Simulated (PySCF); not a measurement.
# Spin–spin coupling constants

Geometry (Å), atoms numbered from 1 in this order:
```xyz
15

C     0.459    0.847    0.834
C     1.275   -0.082   -0.060
C     0.280   -1.156   -0.490
N    -1.085   -0.488   -0.368
C    -0.865    0.932    0.102
H     0.320    0.417    1.840
H     0.914    1.838    0.964
H     2.143   -0.521    0.449
H     1.652    0.465   -0.937
H     0.276   -2.028    0.176
H     0.409   -1.507   -1.521
H    -1.659   -0.996    0.314
H    -1.609   -0.520   -1.249
H    -0.793    1.561   -0.796
H    -1.728    1.256    0.698
```

Total charge +1.

Indirect spin–spin couplings were computed at B3LYP/pcJ-1 (spin–dipole term only in couplings to heteroatoms) (PySCF 2.14.0 with density-fitted response routines) on a PBE0-D3(BJ)/def2-SVP structure, for the isolated molecule, without vibrational or relativistic corrections. Couplings are averaged over pairs made equivalent by symmetry, fast rotation or ring inversion, so a value needn't be that of the named pair in this geometry, while other rotamers aren't included; one pair stands for each set, and the list holds those of at least 1.5 Hz over up to four bonds.

Isotopes: 13C, 1H, 15N.

| pair | bonds | J (Hz) |
| --- | --- | --- |
| C1, C2 | 1 | 31.6 |
| C1, C5 | 1 | 34.9 |
| C1, H6 | 1 | ? |
| C3, N4 | 1 | ? |
| C3, H10 | 1 | 156.8 |
| N4, H12 | 1 | -79.3 |
| C1, N4 | 2 | ? |
| C1, H8 | 2 | -2.9 |
| C1, H14 | 2 | -2.2 |
| C3, C5 | 2 | ? |
| C3, H12 | 2 | ? |
| H6, H7 | 2 | -16.5 |
| H10, H11 | 2 | -13.9 |
| H12, H13 | 2 | -16.1 |
| C1, H10 | 3 | 3.8 |
| C1, H12 | 3 | 1.8 |
| C3, H6 | 3 | ? |
| C3, H14 | 3 | ? |
| N4, H6 | 3 | ? |
| H6, H8 | 3 | 6.9 |
| H6, H9 | 3 | 8.0 |
| H6, H14 | 3 | 7.8 |
| H6, H15 | 3 | 8.6 |
| H10, H12 | 3 | 8.9 |
| H10, H13 | 3 | 5.3 |

Q: Estimate the withheld couplings, with signs.

A: 
- 1J(C1,H6) = 144.7 Hz (mean over equivalent pairs that range from 138.4 to 150.1 Hz in this conformer)
- 1J(C3,N4) = -3.8 Hz (bond length 1.525 Å)
- 2J(C1,N4) = -1.9 Hz (angle at C5 103°)
- 2J(C3,C5) = 2.6 Hz (angle at N4 108°)
- 2J(C3,H12) = -2.0 Hz
- 3J(C3,H6) = 5.7 Hz (mean over equivalent pairs that range from 0.9 to 10.5 Hz in this conformer)
- 3J(C3,H14) = 2.3 Hz (mean over equivalent pairs that range from 0.0 to 6.2 Hz in this conformer)
- 3J(N4,H6) = -3.9 Hz (mean over equivalent pairs that range from -8.7 to 0.2 Hz in this conformer)
